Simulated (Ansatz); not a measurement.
# ZrB: the cost of one run

Method: DFT LDA, scalar-relativistic, plane waves, PAW, in Ansatz 0.2.0.

15 further runs of the same task are left out: 15 set aside as unsound or not needed.

## 1. Starting point

Symmetry: Fm-3m, No. 225, cubic system. The conventional cell has a = 4.831 Å, b = 4.831 Å, c = 4.831 Å, α = 90.00°, β = 90.00°, γ = 90.00°. Around Zr (site symmetry m-3m) lie 6 B at 2.42 Å. B (site symmetry m-3m) has 6 Zr at 2.42 Å as nearest neighbours.

Coordinates:

```
CELL_PARAMETERS angstrom
0.00000 2.41539 2.41539
2.41539 0.00000 2.41539
2.41539 2.41539 0.00000
ATOMIC_POSITIONS crystal
Zr 0.00000 0.00000 0.00000
B 0.50000 0.50000 0.50000
```

It is the result of an earlier relaxation at this level (volume 14.09 Å³/atom; gap on the mesh: none (metal)).

## 2. The scan

The energy is mapped over two homogeneous strains (x along [1 0 0], y along [0 1 0], z along [0 0 1] of the conventional cell).

First coordinate, normal strain along x: 7 values from −7.00 %. Second coordinate, normal strain along z: 7 values from −11.0 %.

Nothing else is relaxed (symmetry fixes all fractional coordinates). Energies count from the relaxed crystal. Points are written as (first, second).

## 3. Grid point (−7.00 %, −3.7 %)

Input file input.yaml:

```yaml
crystal:
  lattice:
    - [0.0, 2.4153850465, 2.3267404153]
    - [2.2463080932, 0.0, 2.3267404153]
    - [2.2463080932, 2.4153850465, 0.0]
  atoms:
    - { symbol: Zr, position: [0.0, 0.0, 0.0] }
    - { symbol: B, position: [0.5, 0.5, 0.5] }
basis:
  ecutwfc: 520.0
kpoints:
  mp_grid: { grid: [16, 16, 16] }
hamiltonian:
  xc: lda
scf:
  occupations: { method: gaussian, width: 0.15 }
output:
  forces: true
  stress: true
  eigenvalues: true
```

Started as:

```console
$ ansatz run input.yaml --threads 1 --pin off --max-ram 2048MiB --backend cpu --events-out ev --progress --plain --runs-dir out
```

**Question.** How long does this run take on 1 thread of Arm Neoverse V1, shared host, and how much memory does it need?

About 14 s, with a peak of 0.51 GiB.
